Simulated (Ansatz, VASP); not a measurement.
# Al: VASP beside Ansatz

```
Al
1.0
     2.82737    0.00000    0.00000
    -1.41368    2.44857    0.00000
     0.00000    0.00000    4.59799
Al
2
Direct
  0.33333 0.66667 0.25000
  0.66667 0.33333 0.75000
```

This isn't the form of Al at room conditions, which is fcc.

Alike in both runs: functional PBE; dispersion D3(BJ); k mesh 18 × 18 × 10; occupations gaussian, width 0.1 eV; no spin polarisation.

Ansatz relaxed the structure, and its values are those at the end. VASP's run is a single point on that final structure, the one shown.

|  | VASP | Ansatz |
| --- | --- | --- |
| version | VASP 6.6.1 | Ansatz 0.2.0 |
| potentials or method | VASP PAW PBE potentials, release 64 (Al) | scalar-relativistic, plane waves, PAW |
| plane-wave cutoff (eV) | 520 | 420 |
| valence electrons in the cell | 6 | 6 |

```tsv
	VASP	Ansatz	Ansatz less VASP
gap on the k mesh at the Fermi level (eV)	none	none	-
pressure (GPa)	0.0	0.0	+0.03
```

A gap of «none» marks a metal or a gap that the smearing closes.

Caveats: pairwise dispersion overbinds metals, which lowers pressure and volume.
